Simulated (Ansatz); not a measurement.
**Puckered SnTe monolayer in a perpendicular field**

Aim: how the puckered SnTe monolayer screens a field along its normal, and what the field does to its bands. A positive field points along +c.

Program: Ansatz 0.2.0. Level of theory: plane-wave DFT, PBE-D3(BJ), Ansatz PAW. Results are calculated unless marked as measured.

## 1. Set-up

The cell holds 4 atoms: 2 Sn and 2 Te. Cell: a = 4.570 Å, b = 4.550 Å, c = 36.981 Å, α = 90.0°, β = 90.0°, γ = 90.0°. Vacuum lies along c.

## 2. Relaxing the slab

The starting cell is a guess, so the in-plane lattice and the atoms are relaxed first, with the slab cut off from its images along the normal.

Contents of input.yaml:

```yaml
crystal:
  lattice:
    - [4.57, 0.0, 0.0]
    - [0.0, 4.55, 0.0]
    - [0.0, 0.0, 36.9807999994]
  atoms:
    - { symbol: Sn, position: [0.06, 0.0, 0.4596980055] }
    - { symbol: Te, position: [0.44, 0.5, 0.4624021114] }
    - { symbol: Te, position: [0.94, 0.0, 0.5375978886] }
    - { symbol: Sn, position: [0.56, 0.5, 0.5403019945] }
  periodic: [true, true, false]
kpoints:
  mp_grid: { grid: [8, 8, 1] }
hamiltonian:
  xc: pbe
  dispersion: d3bj
scf:
  occupations: { method: fermi_dirac, width: 0.05 }
  convergence: { dr2_threshold: 1.0e-09 }
relax:
  f_tol: 0.004
  max_steps: 90
  cell: {}
output:
  write_potential: true
  write_density: true
  volumetric_format: npy
```

Run with:

```bash
ansatz run input.yaml --threads 2 --pin off --max-ram 3072MiB --backend cpu --events-out ev --progress --plain --runs-dir out
```

Numbers of over 12 decimals in the logs are rounded to 6 here.

The program printed:

```text
Warning: relax.cell: scf.convergence.dr2_threshold = 1e-9 eV is looser than the 2.37387077758e-10 eV advised for a relaxation that steers and ends on the stress (1e-10 eV for each atom of the cell: 4, times the square of relax.cell.stress_2d_tol = 0.05 N/m over 13.0 Å (the atoms' height at the walk's start and 5 Å past either face), 3.852e-2 GPa, over a crystal's default 0.05). What an SCF threshold leaves in a stress goes as its square root, and in the free energy as the threshold itself, and one threshold admits the most on a small cell: [figures from the program's tests cut] Set scf.convergence.dr2_threshold to 2.37387077758e-10 eV or tighter. [rest of the remark cut]
Engine: ansatz 0.2.0, x86_64-unknown-linux-gnu
Pseudopotentials: kind: paw
Pseudopotential: Sn, paw, valence charge 14, recommended cutoff 420 eV (normal), Sn.paw.azcp
Pseudopotential: Te, paw, valence charge 16, recommended cutoff 420 eV (normal), Te.paw.azcp
Functional definition: PBE
  parameter kappa = 0.804
  parameter beta = 0.066725
  exchange = pbe_x(kappa = kappa, mu = beta*pi^2/3)
  correlation = pbe_c(beta = beta)
Crystal: 4 atoms, lattice volume = 768.960 Å³
Basis set: ecut = 420 eV, 15035 PW (Γ), exchange–correlation on 64×64×500 points (8 copies of the dense FFT grid, shifted against one another)
Bands: 36, of which v1, the nominal top of the filled ones, is band 30 counted from 1 (29 counted from 0)
Symmetry: 4 space group operations
Space group: Pmn21 (ITA 31), of the structure as read, at distance tolerance 9.2e-5 Å
k-points: 25 of 64 (time reversal used)
Non-local potential: Sn, projectors of the file, l = 0: 2, l = 1: 2, l = 2: 2, l = 3: 2
Non-local potential: Te, projectors of the file, l = 0: 2, l = 1: 2, l = 2: 2, l = 3: 2
PAW form: soft (Blöchl's): semilocal exchange-correlation on the pseudo side does not see the compensation charge
PAW one-centre angular grid: Sn, 590 points (default); XC on 64 Gauss nodes
PAW one-centre angular grid: Te, 590 points (default); XC on 64 Gauss nodes
Initial density: superposition of atomic densities (neutral atoms: chi_scale 0, normalization atom), corrected by the library's trained network
Initial wavefunctions: pseudopotential atomic-orbital guess
Functional: x = pbe(κ = 0.804, μ = 0.219515), c = pbe(β = 0.066725)
SCF iter   1: F=—  HF=-26009.974363 eV  |F-HF|=—  |Δ(HF+E_count)|=         —  Δρ=7.43e-4  dr2=7.40e-3  ethr=1.77e-3  ⟨swp⟩=15.1  Hψ=5853  notcnv=0
preconditioner: auto → Resta (q_TF=auto, 1.783 Å⁻¹)  ε∞=1.6  [insulator: Δε(μ)=1.132 eV  Ē_g=7.770 eV  σ=0.050 eV  W_gap=1.00  n_scr=72 (ndim 8)  ℏωp=6.0 eV  f_vac=0.796  D(μ)=0.00/eV (n_scr^D=0)  ε∞_Penn≈1.6  vacuum switching on, ρ_ref=4.4e-3 e/Å³]
SCF iter   2: F=—  HF=-26009.973812 eV  |F-HF|=—  |Δ(HF+E_count)|=   5.51e-4  Δρ=3.71e-4  dr2=1.55e-3  ethr=1.23e-5  ⟨swp⟩=3.4  Hψ=2307  notcnv=0  defer=23
SCF iter   3: F=—  HF=-26009.973904 eV  |F-HF|=—  |Δ(HF+E_count)|=   9.17e-5  Δρ=1.55e-4  dr2=2.51e-4  ethr=2.59e-6  ⟨swp⟩=3.8  Hψ=2027  notcnv=0  defer=23
SCF iter   4: F=—  HF=-26009.974102 eV  |F-HF|=—  |Δ(HF+E_count)|=   1.98e-4  Δρ=5.70e-5  dr2=5.44e-5  ethr=4.18e-7  ⟨swp⟩=3.6  Hψ=2123  notcnv=0  defer=23
SCF iter   5: F=—  HF=-26009.974099 eV  |F-HF|=—  |Δ(HF+E_count)|=   2.69e-6  Δρ=2.37e-5  dr2=8.25e-6  ethr=9.06e-8  ⟨swp⟩=3.4  Hψ=1822  notcnv=0  defer=23
SCF iter   6: F=—  HF=-26009.974100 eV  |F-HF|=—  |Δ(HF+E_count)|=   1.53e-6  Δρ=4.72e-6  dr2=1.77e-7  ethr=1.38e-8  ⟨swp⟩=3.8  Hψ=1940  notcnv=0  defer=23
SCF iter   7: F=—  HF=-26009.974107 eV  |F-HF|=—  |Δ(HF+E_count)|=   6.48e-6  Δρ=1.39e-6  dr2=2.00e-8  ethr=2.96e-10  ⟨swp⟩=3.0  Hψ=1894  notcnv=0  defer=23
SCF iter   8: F=—  HF=-26009.974107 eV  |F-HF|=—  |Δ(HF+E_count)|=   2.28e-8  Δρ=4.43e-7  dr2=1.94e-9  ethr=3.34e-11  ⟨swp⟩=3.1  Hψ=1805  notcnv=0  defer=23
SCF iter   9: F=-26009.974107 eV  HF=-26009.974107 eV  |F-HF|=9.09e-11  |Δ(HF+E_count)|=   1.42e-9  Δρ=1.11e-7  dr2=1.20e-10  ethr=1.67e-12  ⟨swp⟩=11.8  Hψ=6425  notcnv=0
SCF 1 converged in 9 iterations: F = -26009.974107 eV  dr2 = 1.20e-10
  greatest PAW one-centre occupation: 0.998 electrons in one spin orbital (limit 2), on the Te atom at site 1 (counted from 0), in its partial waves of l = 2
relax step   1: F+E_penalty+E_count = -26009.97410690 eV  Δ(F+E_penalty+E_count) = +0.000e0 eV  max|allowed force component| = 9.643e-1 eV/Å  Δτ_max = 0.0000 Å  P = +2.809 N/m  Ω = 768.960 Å³  fix = [c, alpha, beta]  reactions: c +0.000 N/m  (9 SCF iters, accepted)
Crystal: 4 atoms, lattice volume = 780.748 Å³
Basis set: ecut = 420 eV, 15271 PW (Γ), exchange–correlation on 64×64×500 points (8 copies of the dense FFT grid, shifted against one another)
Initial density: handed on by an earlier stage of this run
Initial wavefunctions: those handed on with the density
iter 1 solved again at ethr=2.36e-4 eV; its pass at ethr=3.10e-3 eV (dr2=1.42e-1 eV) is discarded
SCF iter   1: F=—  HF=-26010.258301 eV  |F-HF|=—  |Δ(HF+E_count)|=         —  Δρ=3.30e-3  dr2=1.44e-1  ethr=2.36e-4  ⟨swp⟩=3.1  Hψ=5990  notcnv=0
preconditioner: auto → Resta (q_TF=auto, 1.779 Å⁻¹)  ε∞=1.6  [insulator: Δε(μ)=1.088 eV  Ē_g=7.427 eV  σ=0.050 eV  W_gap=1.00  n_scr=72 (ndim 8)  ℏωp=5.9 eV  f_vac=0.794  D(μ)=0.00/eV (n_scr^D=0)  ε∞_Penn≈1.6  vacuum switching on, ρ_ref=4.0e-3 e/Å³]
SCF iter   2: F=—  HF=-26010.227639 eV  |F-HF|=—  |Δ(HF+E_count)|=   3.07e-2  Δρ=1.51e-3  dr2=1.62e-2  ethr=2.36e-4  ⟨swp⟩=4.5  Hψ=1792  notcnv=0
SCF iter   3: F=—  HF=-26010.227058 eV  |F-HF|=—  |Δ(HF+E_count)|=   5.80e-4  Δρ=6.49e-4  dr2=3.47e-3  ethr=2.70e-5  ⟨swp⟩=3.2  Hψ=1855  notcnv=0
SCF iter   4: F=—  HF=-26010.227516 eV  |F-HF|=—  |Δ(HF+E_count)|=   4.57e-4  Δρ=1.42e-4  dr2=3.27e-4  ethr=5.79e-6  ⟨swp⟩=3.4  Hψ=1527  notcnv=0
SCF iter   5: F=—  HF=-26010.227508 eV  |F-HF|=—  |Δ(HF+E_count)|=   7.25e-6  Δρ=5.16e-5  dr2=4.16e-5  ethr=5.45e-7  ⟨swp⟩=3.4  Hψ=1847  notcnv=0
SCF iter   6: F=—  HF=-26010.227482 eV  |F-HF|=—  |Δ(HF+E_count)|=   2.60e-5  Δρ=1.46e-5  dr2=1.42e-6  ethr=6.93e-8  ⟨swp⟩=3.2  Hψ=1594  notcnv=0
SCF iter   7: F=—  HF=-26010.227492 eV  |F-HF|=—  |Δ(HF+E_count)|=   9.07e-6  Δρ=4.05e-6  dr2=1.33e-7  ethr=2.36e-9  ⟨swp⟩=3.2  Hψ=1809  notcnv=0
SCF iter   8: F=—  HF=-26010.227492 eV  |F-HF|=—  |Δ(HF+E_count)|=   1.45e-7  Δρ=7.72e-7  dr2=4.38e-9  ethr=2.21e-10  ⟨swp⟩=3.0  Hψ=1685  notcnv=0
SCF iter   9: F=-26010.227492 eV  HF=-26010.227492 eV  |F-HF|=5.68e-10  |Δ(HF+E_count)|=   1.12e-8  Δρ=2.16e-7  dr2=3.57e-10  ethr=1.67e-12  ⟨swp⟩=12.7  Hψ=6575  notcnv=0
SCF 2 converged in 9 iterations: F = -26010.227492 eV  dr2 = 3.57e-10
[...]
SCF iter   4: F=—  HF=-26010.280507 eV  |F-HF|=—  |Δ(HF+E_count)|=   1.53e-4  Δρ=7.14e-5  dr2=1.31e-4  ethr=1.60e-6  ⟨swp⟩=3.6  Hψ=1807  notcnv=0
SCF iter   5: F=—  HF=-26010.280483 eV  |F-HF|=—  |Δ(HF+E_count)|=   2.42e-5  Δρ=2.00e-5  dr2=3.74e-6  ethr=2.19e-7  ⟨swp⟩=3.7  Hψ=1900  notcnv=0
SCF iter   6: F=—  HF=-26010.280511 eV  |F-HF|=—  |Δ(HF+E_count)|=   2.79e-5  Δρ=6.48e-6  dr2=2.36e-7  ethr=6.24e-9  ⟨swp⟩=2.9  Hψ=1696  notcnv=0
SCF iter   7: F=—  HF=-26010.280511 eV  |F-HF|=—  |Δ(HF+E_count)|=   3.06e-7  Δρ=1.31e-6  dr2=1.15e-8  ethr=3.93e-10  ⟨swp⟩=2.9  Hψ=1783  notcnv=0
SCF iter   8: F=-26010.280511 eV  HF=-26010.280511 eV  |F-HF|=7.13e-10  |Δ(HF+E_count)|=   1.14e-8  Δρ=2.43e-7  dr2=3.33e-10  ethr=1.67e-12  ⟨swp⟩=10.4  Hψ=7371  notcnv=0
SCF 3 converged in 8 iterations: F = -26010.280511 eV  dr2 = 3.33e-10
relax step   3: F+E_penalty+E_count = -26010.28051085 eV  Δ(F+E_penalty+E_count) = -5.302e-2 eV  max|allowed force component| = 4.780e-2 eV/Å  Δτ_max = 0.1697 Å  P = +0.076 N/m  Ω = 784.048 Å³  energy of the carried Pulay correction = -4.565e-4 eV  fix = [c, alpha, beta]  reactions: c +0.000 N/m  (8 SCF iters, accepted)
[...]
relax step   4: F+E_penalty+E_count = -26010.28171392 eV  Δ(F+E_penalty+E_count) = -1.203e-3 eV  max|allowed force component| = 2.280e-2 eV/Å  Δτ_max = 0.0105 Å  P = -0.004 N/m  Ω = 785.002 Å³  energy of the carried Pulay correction = -4.850e-4 eV  fix = [c, alpha, beta]  reactions: c +0.000 N/m  (7 SCF iters, accepted)
[...]
relax step   5: F+E_penalty+E_count = -26010.28232769 eV  Δ(F+E_penalty+E_count) = -6.138e-4 eV  max|allowed force component| = 1.345e-2 eV/Å  Δτ_max = 0.0209 Å  P = +0.018 N/m  Ω = 785.922 Å³  energy of the carried Pulay correction = -5.125e-4 eV  fix = [c, alpha, beta]  reactions: c +0.000 N/m  (8 SCF iters, accepted)
[...]
relax step   6: F+E_penalty+E_count = -26010.28248275 eV  Δ(F+E_penalty+E_count) = -1.551e-4 eV  max|allowed force component| = 1.419e-3 eV/Å  Δτ_max = 0.0063 Å  P = -0.004 N/m  Ω = 786.062 Å³  energy of the carried Pulay correction = -5.167e-4 eV  fix = [c, alpha, beta]  reactions: c -0.000 N/m  (7 SCF iters, accepted)
Initial wavefunctions: pseudopotential atomic-orbital guess (no wavefunctions were taken with the density)
iter 1 solved again at ethr=1.64e-6 eV; its pass at ethr=3.10e-3 eV (dr2=9.85e-4 eV) is discarded
SCF iter   1: F=—  HF=-26010.279860 eV  |F-HF|=—  |Δ(HF+E_count)|=         —  Δρ=6.64e-5  dr2=8.28e-7  ethr=1.64e-6  ⟨swp⟩=5.8  Hψ=8701  notcnv=0  defer=1
eigensolver tolerance schedule: the retry pair's looser diagonalisation over-reported the residual by 1187.52 of it (diagonalisation noise at 1.69 of the residual, at the tolerance the schedule requests for it); recorded, not acted on — ethr = c·dr2/N_el stays at c = 1.0e-1
preconditioner: auto → Resta (q_TF=auto, 1.777 Å⁻¹)  ε∞=1.6  [insulator: Δε(μ)=0.961 eV  Ē_g=7.445 eV  σ=0.050 eV  W_gap=1.00  n_scr=72 (ndim 8)  ℏωp=5.9 eV  f_vac=0.797  D(μ)=0.00/eV (n_scr^D=0)  ε∞_Penn≈1.6  vacuum switching on, ρ_ref=4.0e-3 e/Å³]
SCF iter   2: F=—  HF=-26010.281862 eV  |F-HF|=—  |Δ(HF+E_count)|=   2.00e-3  Δρ=3.32e-5  dr2=2.09e-7  ethr=1.38e-9  ⟨swp⟩=4.1  Hψ=2050  notcnv=0
SCF iter   3: F=—  HF=-26010.282913 eV  |F-HF|=—  |Δ(HF+E_count)|=   1.05e-3  Δρ=3.28e-6  dr2=2.21e-8  ethr=3.48e-10  ⟨swp⟩=4.0  Hψ=1489  notcnv=0
SCF iter   4: F=—  HF=-26010.282945 eV  |F-HF|=—  |Δ(HF+E_count)|=   3.20e-5  Δρ=7.03e-7  dr2=1.91e-9  ethr=3.68e-11  ⟨swp⟩=4.2  Hψ=2203  notcnv=0
iter 5 met the thresholds in force, and the SCF goes on: an eigenvalue changes by 2.55 meV, over its tolerance of 1.11 meV (output.eigenvalues, Limitations)
SCF iter   5: F=-26010.282949 eV  HF=-26010.282948 eV  |F-HF|=3.84e-7  |Δ(HF+E_count)|=   2.96e-6  Δρ=1.82e-7  dr2=4.34e-10  ethr=1.67e-12  ⟨swp⟩=19.1  Hψ=7282  notcnv=0
SCF iter   6: F=-26010.282949 eV  HF=-26010.282949 eV  |F-HF|=3.73e-8  |Δ(HF+E_count)|=   3.47e-7  Δρ=4.39e-8  dr2=2.37e-11  ethr=1.00e-12  ⟨swp⟩=8.2  Hψ=5237  notcnv=0
SCF 7 converged in 6 iterations: F = -26010.282949 eV  dr2 = 2.37e-11
  greatest PAW one-centre occupation: 0.998 electrons in one spin orbital (limit 2), on the Te atom at site 2 (counted from 0), in its partial waves of l = 2
relax step   7: F+E_penalty+E_count = -26010.28294871 eV  Δ(F+E_penalty+E_count) = -4.660e-4 eV  max|allowed force component| = 1.455e-3 eV/Å  Δτ_max = 0.0000 Å  P = -0.007 N/m  Ω = 786.062 Å³  fix = [c, alpha, beta]  reactions: c -0.000 N/m  stress off target by 1.43e-2 N/m on what of the cell is left free  SCF on the basis re-selected at this cell (its energy is not comparable with the rows above)  (6 SCF iters)
basis re-selected at this cell: Δ(F+E_penalty+E_count) = -4.660e-4 eV, ΔP = -0.002 N/m vs the last step (what re-selecting the basis moved, of the pressure what is left beyond the Pulay correction that the steps carried, after the strain that the cell walked since its last selection, with what the two solves' SCF thresholds leave and, on support functions, any second-order correction that the steps lacked; it is no m [...]
SCF converged after 6 iterations
an eigenvalue changed by more than its tolerance at an iteration that met the thresholds in force, so the SCF went on 1 time: the last check found none over its tolerance
Free energy (F): -26010.282949 eV
Harris-Foulkes:  -26010.282949 eV  (|F-HF|=3.73e-8)
Internal energy: -26010.282942 eV  (E = F + TS)
E sigma→0 (E₀):  -26010.282945 eV
Entropy (-TS):   -0.000007 eV (-0.002 meV/atom)
Fermi energy:    -3.800592 eV
--- Per-component energies (eV) ---
  E_band       = -1508.768707
  E_kinetic    = 729.506233
  E_local      = -118947.981089  (includes V_loc(G=0)·N_el)
  E_nonlocal   = -686.077744
  E_hartree    = 59627.938430
  E_xc         = -1013.441295
  E_vxc        = -399.060938  (∫ρ·V_xc dr)
  E_paw        = -17591.428869  (= ΣΔE_a)
  E_vpaw       = -1461.031887  (= ΣTr[D̂ρ^β])
  E_aug_tail   = -0.000371  (compensation charges beyond the density's cutoff)
  E_ewald      = 51872.251432
  E_disp       = -1.049668  (pairwise vdW)
  E_smearing   = -0.000007  (= −TS)
  E_closure    = -0.000000  (closes the sum)
  Σ components = -26010.282949   (vs F -26010.282949, Δ=0.00e0)
--- Forces (eV/Å), atoms counted from 1 ---
  atom   1  Sn     0.00145542     0.00000000     0.00007926
  atom   2  Te    -0.00145544     0.00000000    -0.00038809
  atom   3  Te    -0.00145544     0.00000000     0.00038809
  atom   4  Sn     0.00145542     0.00000000    -0.00007926
  max |Σ_I F_I| component: 2.52e-8 eV/Å
--- 2D stress c σ (N/m, compression-positive) ---
       -0.014266      -0.000000      -0.000000
       -0.000000       0.000804      -0.000000
       -0.000000      -0.000000      -0.000000
  P = ½ c Tr σ = -0.0067 N/m
--- Band table (eV; the first three rows and the last of 25) ---
  k-point 0: bands = [... 26 lower, -7.0473, -5.9623, -5.9383, -5.0996, -2.8575, -1.5312, -0.9978, -0.7079, ... 2 higher]
  k-point 1: bands = [... 26 lower, -6.8534, -5.9434, -5.5882, -5.1387, -2.8775, -1.4478, -1.2688, -1.2281, ... 2 higher]
  k-point 2: bands = [... 26 lower, -6.4654, -5.7420, -5.2822, -5.0000, -2.8427, -2.4419, -2.2184, -1.4447, ... 2 higher]
  k-point 24: bands = [... 26 lower, -7.4391, -7.4391, -5.9931, -5.9931, -1.5766, -1.5766, -0.4055, -0.4055, ... 2 higher]
  the weakly bound empty levels are not read free of the cell's end (no_gap_told)
--- Relaxed structure (6 steps of the walk, 6 accepted, 1 SCFs on fresh bases) ---
  F+E_penalty+E_count = -26010.28294871 eV   max|allowed force component| = 1.455e-3 eV/Å   (the final SCF, on the basis selected at the relaxed cell)
  cell:  # Å, volume = 786.0622 Å³
    - [4.672972, 0, 0]
    - [0, 4.548701, 0]
    - [0, 0, 36.9807999994]
  atoms:
    - { symbol: Sn, position: [0.025621, 0, 0.463023] }
    - { symbol: Te, position: [0.474379, 0.500000, 0.458110] }
    - { symbol: Te, position: [0.974379, 0, 0.541890] }
    - { symbol: Sn, position: [0.525621, 0.500000, 0.536977] }
```

Run time: 71 s. Hardware: 2 threads of AMD EPYC 9R45, shared host; peak memory 1.2 GiB; 2.3 min of CPU time.

Step by step:

| step | energy less that of the first step (eV) | largest force component (eV/Å) | volume (Å³) |
| --- | --- | --- | --- |
| 1 | 0.0000 | 0.9643 | 768.96 |
| 2 | -0.2534 | 0.3999 | 780.75 |
| 3 | -0.3064 | 0.0478 | 784.05 |
| 4 | -0.3076 | 0.0228 | 785.00 |
| 5 | -0.3082 | 0.0135 | 785.92 |
| 6 | -0.3084 | 0.0014 | 786.06 |
| 7* | -0.3088 | 0.0015 | 786.06 |

Relaxation steps marked * repeat the geometry before them on a plane-wave basis chosen anew for their cell, so energy and pressure can jump there.

The run keeps the 4 symmetry operations that it works with, so distortions that break them were not tested.

| cell as run | before | after | change |
| --- | --- | --- | --- |
| a (Å) | 4.570 | 4.673 | +2.3 % |
| b (Å) | 4.550 | 4.549 | -0.0 % |

The atoms that moved most (Å, along periodic axes as changes of fractional coordinates times the final cell, across vacuum about the mean position):

| atom | dx | dy | dz | length |
| --- | --- | --- | --- | --- |
| Te2 | 0.161 | 0.000 | -0.159 | 0.226 |
| Te3 | 0.161 | 0.000 | 0.159 | 0.226 |
| Sn1 | -0.161 | 0.000 | 0.123 | 0.202 |
| Sn4 | -0.161 | 0.000 | -0.123 | 0.202 |

Final coordinates:

```xyz
4
Lattice="4.6730 0.0000 0.0000 0.0000 4.5487 0.0000 0.0000 0.0000 36.9808" Properties=species:S:1:pos:R:3
Sn    0.1197    0.0000   17.1230
Te    2.2168    2.2744   16.9413
Te    4.5532    0.0000   20.0395
Sn    2.4562    2.2744   19.8578
```

The lattice constant a goes from 4.570 to 4.673 Å.

[end of part 1 of 2]

[Logs are printed without paths, hosts, clocks, repeated set-up lines and the standing remarks that a program may print on its own settings, such as how far it seeks lower states.]

[Hosts, paths, dates, database ids (printed as entryN), source tags and the programs' standing remarks are cut or masked in the printed files.]

[Maps of the electrostatic potential energy from Ansatz leave out the sawtooth potential of an applied field or a dipole correction, so their vacuum need not be flat; planar profiles and work functions include it.]
